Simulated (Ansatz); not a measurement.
Here is an Ansatz 0.2.0 calculation.

run.py

```python
import json

import ase.io
import numpy as np
from ase.calculators.calculator import CalculationFailed, Calculator
from ase.stress import full_3x3_to_voigt_6_stress
from ase.units import GPa
from ase.optimize import LBFGS
from ase.filters import UnitCellFilter

import ansatz as az

class AnsatzCalculator(Calculator):
    implemented_properties = ["energy", "free_energy", "forces", "stress", "magmom"]

    def calculate(self, atoms, properties, system_changes):
        super().calculate(atoms, properties, system_changes)
        structure = atoms.copy()
        structure.set_constraint()
        structure.set_momenta(None)
        structure.set_masses(None)
        outcome = (
            az.Crystal.from_ase(structure)
            .calculation()
            .basis(xc_grid=2)
            .kpoints(5, 5, 5)
            .functional("revpbe")
            .pseudopotentials(kind="paw", accuracy="stringent")
            .scf(tolerance=2e-10)
            .occupations(method="tetrahedron_uncorrected")
            .forces()
            .stress()
            .run(threads=2)
        )
        if not outcome.report["converged"]:
            raise CalculationFailed("SCF not converged")
        report = outcome.report
        self.results = {
            "free_energy": report["lagrangian_ev"],
            "energy": report["lagrangian_ev"],
            "forces": np.array(report["forces_ev_ang"]),
            "stress": -GPa * full_3x3_to_voigt_6_stress(report["stress_gpa"]),
            "magmom": report["magnetization_mub"],
        }

np.set_printoptions(precision=5, suppress=True, linewidth=110)
atoms = ase.io.read("POSCAR", format="vasp")
atoms.calc = AnsatzCalculator()
LBFGS(UnitCellFilter(atoms)).run(fmax=0.05, steps=30)
print(f"final energy {atoms.get_potential_energy():.6f} eV, volume {atoms.get_volume() / len(atoms):.4f} A^3/atom")
print("stress (GPa)", atoms.get_stress() / GPa)
print("cell (A)", atoms.cell[:], "scaled positions", atoms.get_scaled_positions(wrap=False), sep="\n")
```

POSCAR

```
K
1.0
   -2.6975585167      2.6975585167      2.6975585167
    2.6975585167     -2.6975585167      2.6975585167
    2.6975585167      2.6975585167     -2.6975585167
K
1
Direct
    0.0000000000      0.0000000000      0.0000000000
```

Potentials or basis: SSSP precision PAW.

The run is started by

```console
$ python run.py
```

Task: Predict the space group after relaxing (to 0.05 Å).

Result: Im-3m (No. 229).

Task: Predict the band gap on the k mesh.

Result: None (metal or under the smearing width).

Task: Estimate the relaxed volume.

Result: 82.33 Å³/atom.

Task: Predict the relaxed cell.

Result: a = 4.747 Å, b = 4.747 Å, c = 4.747 Å, α = 109.47°, β = 109.47°, γ = 109.47°.

Final structure:
```yaml
crystal:
  lattice:
    - [-2.74051, 2.74051, 2.74051]
    - [2.74051, -2.74051, 2.74051]
    - [2.74051, 2.74051, -2.74051]
  atoms:
    - { symbol: K, position: [0.00000, 0.00000, 0.00000] }
```

Caveat: the potentials were made for another functional, which shifts forces and pressure; the thresholds are loose for stress.
